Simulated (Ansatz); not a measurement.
C:

```
C
1.0
     0.00000    1.78337    1.78337
     1.78337    0.00000    1.78337
     1.78337    1.78337    0.00000
C
2
Direct
  0.75000 0.75000 0.75000
  0.50000 0.50000 0.50000
```

This isn't the form of C at room conditions, which is graphite.

Base run:

| Property | Result |
| --- | --- |
| Program | Ansatz 0.2.0 |
| Functional | PBE |
| Potentials or basis | all-electron PAW datasets made for the crystal |
| Cutoff | 540 eV (chosen from the basis error) |
| k mesh | 8 × 8 × 8 |
| Occupations | fermi-dirac, width 0.05 eV |
| Spin | no spin polarisation |

Its results: band gap on the k mesh 4.14 eV, indirect (least direct gap 5.60 eV); pressure 1.8 GPa.

Q: The run is repeated on the same cell with these changes: functional from PBE to PBE0; cutoff from 540 eV (chosen from the basis error) to 600 eV (chosen from the basis error). What comes out?

A: Band gap on the k mesh 6.04 eV, indirect (least direct gap 7.71 eV); pressure -8.3 GPa.

PBE0 gives the wider gap, since exact exchange removes part of the self-interaction.

A k mesh can miss the band edges.
